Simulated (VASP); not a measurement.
# SiMo3 (P1) in VASP: single point with PBE

Aim: the single point of SiMo3 with PBE.

Everything below comes from runs of VASP 6.6.1. Logs are shortened: lines on timing, memory, paths and dates and some standing lists are left out, and cuts for length are marked.

**1. Starting point**

The typed cell holds 8 atoms: a = 4.853 Å, b = 4.963 Å, c = 4.948 Å, α = 90.27°, β = 89.31°, γ = 90.34°.

The cell was built by a generator and needn't be a form met in nature.

**2. Single point, PBE**

File INCAR:

```
SYSTEM = SiMo3
  PREC = Accurate
  ENCUT = 520
  EDIFF = 1E-7
  ISMEAR = -1
  SIGMA = 0.1
  LREAL = .FALSE.
  LASPH = .TRUE.
  NELM = 100
  ALGO = Fast
  ISIF = 2
  LWAVE = .FALSE.
  LCHARG = .FALSE.
  GGA = PE
  NBANDS = 56
```

File KPOINTS:

```
Automatic mesh
0
Gamma
  4 4 4
  0 0.5 0.5
```

File POSCAR:

```
SiMo3
1.0
    4.8533190000     -0.0143530000      0.0295570000
   -0.0143530000      4.9632190000     -0.0117370000
    0.0295570000     -0.0117370000      4.9482500000
Mo Si
6 2
Direct
    0.2591600000      0.0102080000      0.5221930000
    0.5209700000      0.7193310000      0.9979150000
    0.7361030000      0.9780320000      0.5085690000
    0.4909880000      0.2287150000      0.0140750000
    0.9778450000      0.5221940000      0.7491470000
    0.9961220000      0.4727100000      0.2603500000
    0.9971060000      0.0210970000      0.9951720000
    0.4908500000      0.5159920000      0.4917110000
```

Potentials or basis: VASP PAW PBE potentials, release 64 (Mo_sv, Si).

Command:

```console
> cat potpaw_PBE.64/Mo_sv/POTCAR potpaw_PBE.64/Si/POTCAR > POTCAR
> mpirun -np 1 vasp_std > vasp.out
```

OUTCAR:

```text
SYSTEM = SiMo3
   PREC = Accurate
   ENCUT = 520
   EDIFF = 1E-7
   ISMEAR = -1
   LREAL = .FALSE.
   LASPH = .TRUE.
   NELM = 100
   ISIF = 2
   GGA = PE

 ion  position               nearest neighbor table
   1  0.259  0.010  0.522-   3 2.32   3 2.54   7 2.65   8 2.71   8 2.75   4 2.90   7 2.92   6 2.95
                             4 2.95   5 2.99   2 3.06   5 3.09   2 3.21   6 3.22
   2  0.521  0.719  0.998-   4 2.44   4 2.53   8 2.65   8 2.70   5 2.71   7 2.75   3 2.92   6 2.94
                             7 2.96   3 3.02   1 3.06   5 3.08   6 3.09   1 3.21
   3  0.736  0.978  0.509-   1 2.32   1 2.54   8 2.58   7 2.74   5 2.83   7 2.83   2 2.92   8 2.93
                             4 3.01   6 3.01   4 3.02   2 3.02   6 3.06   5 3.17
   4  0.491  0.229  0.014-   2 2.44   2 2.53   7 2.61   7 2.67   8 2.75   1 2.90   6 2.94   1 2.95
                             8 2.96   6 3.00   3 3.01   3 3.02   5 3.05   5 3.19
   5  0.978  0.522  0.749-   6 2.43   6 2.55   8 2.70   2 2.71   7 2.76   7 2.78   8 2.78   3 2.83
                             1 2.99   4 3.05   2 3.08   1 3.09   3 3.17   4 3.19
   6  0.996  0.473  0.260-   5 2.43   5 2.55   7 2.59   8 2.68   8 2.70   2 2.94   4 2.94   1 2.95
                             4 3.00   3 3.01   7 3.03   3 3.06   2 3.09   1 3.22
   7  0.997  0.021  0.995-   6 2.59   4 2.61   1 2.65   4 2.67   3 2.74   2 2.75   5 2.76   5 2.78
                             3 2.83   1 2.92   2 2.96   6 3.03
   8  0.491  0.516  0.492-   3 2.58   2 2.65   6 2.68   5 2.70   2 2.70   6 2.70   1 2.71   1 2.75
                             4 2.75   5 2.78   3 2.93   4 2.96

  LATTYP: Found a triclinic cell.
 ALAT       =     4.8534302241
 B/A-ratio  =     1.4194668941
 C/A-ratio  =     1.0226279975
 COS(alpha) =     0.0007161802
 COS(beta)  =     0.0058634573
 COS(gamma) =     0.6958205057

  Lattice vectors:

 A1 = (  -4.8533190000,   0.0143530000,  -0.0295570000)
 A2 = (  -4.8237620000,   0.0026160000,   4.9186930000)
 A3 = (  -0.0143530000,   4.9632190000,  -0.0117370000)

Analysis of symmetry for initial positions (statically):
=====================================================================
 Subroutine PRICEL returns:
 Original cell was already a primitive cell.

 Routine SETGRP: Setting up the symmetry group for a
 triclinic supercell.

 Subroutine GETGRP returns: Found  1 space group operations
 (whereof  1 operations were pure point group operations)
 out of a pool of  2 trial point group operations.

The static configuration has the point symmetry C_1 .

Analysis of symmetry for dynamics (positions and initial velocities):
=====================================================================
 Subroutine PRICEL returns:
 Original cell was already a primitive cell.

 Routine SETGRP: Setting up the symmetry group for a
 triclinic supercell.

 Subroutine GETGRP returns: Found  1 space group operations
 (whereof  1 operations were pure point group operations)
 out of a pool of  2 trial point group operations.

The dynamic configuration has the point symmetry C_1 .

 Subroutine INISYM returns: Found  1 space group operations
 (whereof  1 operations are pure point group operations),
 and found     1 'primitive' translations

----------------------------------------------------------------------------------------

                                     Primitive cell

  volume of cell :     119.1879

  direct lattice vectors                    reciprocal lattice vectors
     4.853319000 -0.014353000  0.029557000     0.206053805  0.000592974 -0.001229399
    -0.014353000  4.963219000 -0.011737000     0.000592974  0.201484980  0.000474370
     0.029557000 -0.011737000  4.948250000    -0.001229399  0.000474370  0.202100117

  length of vectors
     4.853430224  4.963253631  4.948352194     0.206058326  0.201486411  0.202104413

  position of ions in fractional coordinates (direct lattice)
     0.259160000  0.010208000  0.522193000
     0.520970000  0.719331000  0.997915000
     0.736103000  0.978032000  0.508569000
     0.490988000  0.228715000  0.014075000
     0.977845000  0.522194000  0.749147000
     0.996122000  0.472710000  0.260350000
     0.997106000  0.021097000  0.995172000
     0.490850000  0.515992000  0.491711000

  ion indices of the primitive-cell ions
   primitive index   ion index
                 1           1
                 2           2
                 3           3
                 4           4
                 5           5
                 6           6
                 7           7
                 8           8

----------------------------------------------------------------------------------------

 KPOINTS: Automatic mesh

Automatic generation of k-mesh.
 Grid dimensions read from file:
 generate k-points for:    4    4    4

 Generating k-lattice:

  Cartesian coordinates                     Fractional coordinates (reciprocal lattice)
     0.051513451  0.000148244 -0.000307350     0.250000000 -0.000000000  0.000000000
     0.000148244  0.050371245  0.000118593    -0.000000000  0.250000000  0.000000000
    -0.000307350  0.000118593  0.050525029     0.000000000  0.000000000  0.250000000

  Length of vectors
     0.051514582  0.050371603  0.050526103

  Shift w.r.t. Gamma in fractional coordinates (k-lattice)
     0.000000000  0.500000000  0.500000000

 Subroutine IBZKPT returns following result:
 ===========================================

 Found     32 irreducible k-points:

 Following reciprocal coordinates:
            Coordinates               Weight
  0.000000  0.125000  0.125000      2.000000
  0.250000  0.125000  0.125000      2.000000
  0.500000  0.125000  0.125000      2.000000
 -0.250000  0.125000  0.125000      2.000000
 -0.000000  0.375000  0.125000      2.000000
  0.250000  0.375000  0.125000      2.000000
[... 16 lines left out ...]
  0.500000  0.375000  0.375000      2.000000
 -0.250000  0.375000  0.375000      2.000000
 [... further k-points ...]
   k-points           NKPTS =     32   k-points in BZ     NKDIM =     32   number of bands    NBANDS=     56
   number of dos      NEDOS =    301   number of ions     NIONS =      8
   total plane-waves  NPLWV =  57600
   dimension x,y,z NGX =    36 NGY =   40 NGZ =   40
   dimension x,y,z NGXF=    72 NGYF=   80 NGZF=   80
   ions per type =               6   2
   NGX,Y,Z   is equivalent  to a cutoff of  12.33, 13.40, 13.44 a.u.
   NGXF,Y,Z  is equivalent  to a cutoff of  24.66, 26.80, 26.88 a.u.
 SYSTEM =  SiMo3
   PREC   = accura    normal or accurate (medium, high low for compatibility)
   ISTART =      0    job   : 0-new  1-cont  2-samecut
   ICHARG =      2    charge: 1-file 2-atom 10-const
   ISPIN  =      1    spin polarized calculation?
   LNONCOLLINEAR =      F non collinear calculations
   LSORBIT =      F    spin-orbit coupling
   LASPH  =      T    aspherical Exc in radial PAW
   ENCUT  =  520.0 eV  38.22 Ry    6.18 a.u.   9.02  9.23  9.20*2*pi/ulx,y,z
   NELM   =    100;   NELMIN=  2; NELMDL= -5     # of ELM steps
   EDIFF  = 0.1E-06   stopping-criterion for ELM
   LREAL  =      F    real-space projection
   EDIFFG = 0.1E-05   stopping-criterion for IOM
   NSW    =      0    number of steps for IOM
   IBRION =     -1    ionic relax: 0-MD 1-quasi-New 2-CG
   NFREE  =      0    steps in history (QN), initial steepest desc. (CG)
   ISIF   =      2    stress and relaxation
   ISYM   =      2    0-nonsym 1-usesym 2-fastsym
   POTIM  = 0.5000    time-step for ionic-motion
   TEBEG  =    0.0;   TEEND  =   0.0 temperature during run
   PSTRESS=    0.0 pullay stress
   NELECT =      92.0000    total number of electrons
   NUPDOWN=      -1.0000    fix difference up-down
   EMIN   =  10.00;   EMAX   =-10.00  energy-range for DOS
   EFERMI =   0.00;   METHOD = LEGACY
   ISMEAR =    -1;   SIGMA  =   0.10  broadening in eV -4-tet -1-fermi 0-gaus
   EFERMI_NEDOS =   21; number of points for ismear=-14 and -15
   IALGO  =     68    algorithm
   IMIX   =      4    mixing-type and parameters
     AMIX     =   0.40;   BMIX     =  1.00
     AMIX_MAG =   1.60;   BMIX_MAG =  1.00
  volume/ion in A,a.u.               =      14.90       100.54
  Fermi-wavevector in a.u.,A,eV,Ry     =   1.501735  2.837869 30.683987  2.255209
  Thomas-Fermi vector in A             =   2.613067
   LORBIT       =      0    0 simple, 1 ext, 2 COOP (PROOUT), +10 PAW based schemes
   GGA     = PE    functional components
   LHFCALC =     F    Hartree Fock is set to
   AEXX    =    0.0000 exact exchange contribution
   IVDW    =     0    specifies the selected vdW correction
   LEPSILON=     F    determine dielectric tensor
   LRPA    =     F    only Hartree local field effects (RPA)
 non-spin polarized calculation
 RMM-DIIS sequential band-by-band and
  energy-cutoff  :      520.00
  volume of cell :      119.19
 maximum number of plane-waves:      3223
   NGX = 19   NGY = 19   NGZ = 19

 number of electron      92.0000000 magnetization

 Free energy of the ion-electron system (eV)
  ---------------------------------------------------
  ext. energy  EPLUGINS =         0.00000000
  ---------------------------------------------------
  free energy    TOTEN  =       -78.17971531 eV

  energy without entropy =      -78.04329835  energy(sigma->0) =      -78.11150683

 E-fermi :  12.4088     XC(G=0): -12.9905

 val. band max:       12.3377739132   @ k =   0.5000  -0.3750   0.1250
 cond. band min:      12.4107485404   @ k =   0.0000  -0.3750   0.3750
 fundamental gap:      0.0729746272
 Fermi energy:        12.4088236716

 k-point     1 :       0.0000    0.1250    0.1250
  band No.  band energies     occupation
      1     -48.8085      2.00000
      2     -48.7057      2.00000
      3     -48.6517      2.00000
      4     -48.4131      2.00000
      5     -48.3868      2.00000
      6     -48.3446      2.00000
[... 1405 lines left out ...]
     55      14.6218      0.00000
     56      14.8055      0.00000

 [... further k-points ...]

------------------------ aborting loop because EDIFF is reached ----------------------------------------

  FORCE on cell =-STRESS in cart. coord.  units (eV):
  Direction    XX          YY          ZZ          XY          YZ          ZX
  --------------------------------------------------------------------------------------
  -------------------------------------------------------------------------------------
  Total        5.1181190     -0.0867093     -0.4085743     -0.2203953     -0.0969802     -1.0873413
  in kB       68.8000837     -1.1655858     -5.4922420     -2.9626542     -1.3036522    -14.6165366
  external PRESSURE =      20.7140853 kB  Pullay stress =       0.0000000 kB

 VOLUME and BASIS-vectors are now :
 -----------------------------------------------------------------------------
  energy-cutoff  :      520.00
  volume of cell :      119.19
      direct lattice vectors                 reciprocal lattice vectors
     4.853319000 -0.014353000  0.029557000     0.206053805  0.000592974 -0.001229399
    -0.014353000  4.963219000 -0.011737000     0.000592974  0.201484980  0.000474370
     0.029557000 -0.011737000  4.948250000    -0.001229399  0.000474370  0.202100117

 POSITION                                       TOTAL-FORCE (eV/Angst)
 -----------------------------------------------------------------------------------
      1.27307      0.04082      2.59148        -1.514372     -0.461899     -0.548092
      2.54760      3.55101      4.94489        -1.782188      1.277747      0.659784
      3.57354      4.83765      2.52680         1.649504      1.261734     -0.584655
      2.38005      1.12795      0.08147         0.589117      0.057315     -0.499046
      4.76044      2.56894      3.72974         1.594710     -1.729414      0.689935
      4.83541      2.32881      1.31217        -0.181191      1.456190     -0.499024
      4.86838      0.07872      4.95358        -0.110280     -0.864045      0.379181
      2.38938      2.54816      2.44156        -0.245300     -0.997627      0.401918
 -----------------------------------------------------------------------------------
    total drift:                                0.000044      0.000161      0.000221

  FREE ENERGIE OF THE ION-ELECTRON SYSTEM (eV)
  ---------------------------------------------------
  free  energy   TOTEN  =       -78.1797153077 eV

  energy  without entropy=      -78.0432983550  energy(sigma->0) =      -78.11150683
```

Run time: 3.5 min. Hardware: 1 thread of Intel Xeon Platinum 8559C (Emerald Rapids), shared host; peak memory 0.32 GiB.

What came out:

```
Free energy            : -78.1797 eV
Pressure               : 2.1 GPa
Largest force          : 2.452 eV/Å
Band gap on the k mesh : none (metal or under the smearing width)
```

Forces on the atoms (eV/Å):
```
Mo  -1.514 -0.462 -0.548
Mo  -1.782  1.278  0.660
Mo   1.650  1.262 -0.585
Mo   0.589  0.057 -0.499
Mo   1.595 -1.729  0.690
Mo  -0.181  1.456 -0.499
Si  -0.110 -0.864  0.379
Si  -0.245 -0.998  0.402
```

Caveat: forces of over 1 eV/Å show positions far from the minimum, so gaps and moduli don't describe the material at rest.
